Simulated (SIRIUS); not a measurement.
**AlCo: single point with PBE**

AlCo:

```
CELL_PARAMETERS angstrom
2.81940 0.00000 0.00000
0.00000 2.81940 0.00000
0.00000 0.00000 2.81940
ATOMIC_POSITIONS crystal
Co 0.50000 0.50000 0.50000
Al 0.00000 0.00000 0.00000
```

The cell is a database's computed one.

```
Program             : SIRIUS 7.12.0
Task                : single point
Functional          : PBE
Potentials or basis : all-electron FP-LAPW
Cutoff              : 195 eV
Basis               : apw+lo standard
k mesh              : 9 × 9 × 9
Occupations         : fermi-dirac, width 0.05 eV
Spin                : non-collinear spin, ferromagnetic start
Starting moments    : [[0.0, 0.0, 2.0], [0.0, 0.0, 0.0]] μB
```

```json
{
  "Band gap on the k mesh": "none (metal or under the smearing width)",
  "All electrons inside the program's atomic spheres": "Co 26.34; Al 11.52 (radii Al 2.22, Co 2.32 bohr)"
}
```

Levels at points of the mesh, in eV from the Fermi level:
```
           k point  band 26  band 27  band 28  band 29  band 30  band 31
(0.00, 0.00, 0.00)    -0.88    -0.88    -0.88     6.09     6.09     6.09
```

Run time: 72 s on 1 thread of Arm Neoverse V2, on a shared host, peak memory 0.91 GiB.

Caveat: the starting moments collapsed, and a magnetic state may lie lower.
